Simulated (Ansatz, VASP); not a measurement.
**Two plane-wave programs on CaF2 (Fluorite)**

INCAR

```
PREC = Accurate
ENCUT = 520
EDIFF = 1E-7
ISMEAR = 0
SIGMA = 0.01
LREAL = False
LASPH = True
NELM = 100
ALGO = Normal
ISIF = 2
LWAVE = False
LCHARG = False
GGA = PE
NBANDS = 19
```

File KPOINTS:

```
Automatic mesh
0
Gamma
  5 5 5
```

Contents of POSCAR:

```
CaF2
1.0
    0.0000000000      2.7310000000      2.7310000000
    2.7310000000      0.0000000000      2.7310000000
    2.7310000000      2.7310000000      0.0000000000
Ca F
1 2
Direct
    0.0000000000      0.0000000000      0.0000000000
    0.2500000000      0.2500000000      0.2500000000
    0.7500000000      0.7500000000      0.7500000000
```

Input for Ansatz:

```yaml
crystal:
  lattice:
    - [0.0, 2.731, 2.731]
    - [2.731, 0.0, 2.731]
    - [2.731, 2.731, 0.0]
  atoms:
    - { symbol: Ca, position: [0.0, 0.0, 0.0] }
    - { symbol: F, position: [0.25, 0.25, 0.25] }
    - { symbol: F, position: [0.75, 0.75, 0.75] }
kpoints:
  mp_grid:
    grid: [5, 5, 5]
hamiltonian:
  pseudopotentials:
    kind: paw
scf:
  occupations:
    method: fixed
  convergence:
    dr2_threshold: 0.0001
output:
  eigenvalues: true
```

Alike in both runs: task single point; functional PBE; k mesh 5 × 5 × 5; no spin polarisation.

|  | VASP | Ansatz |
| --- | --- | --- |
| version | VASP 6.6.1 | Ansatz 0.2.0 |
| potentials or method | VASP PAW PBE potentials, release 64 (Ca_sv, F) | plane waves, PAW |
| plane-wave cutoff (eV) | 520 | 420 |
| occupations | gaussian, width 0.01 eV | fixed |
| valence electrons in the cell | 24 | 24 |

```csv
,VASP,Ansatz,Ansatz less VASP
gap on the k mesh at the Fermi level (eV),7.34,7.36,+0.023
```

Caveats: an odd mesh through Γ misses points on the zone boundary, where band edges often lie. Expect the measured gap to be larger: semilocal functionals such as PBE lack the derivative discontinuity.
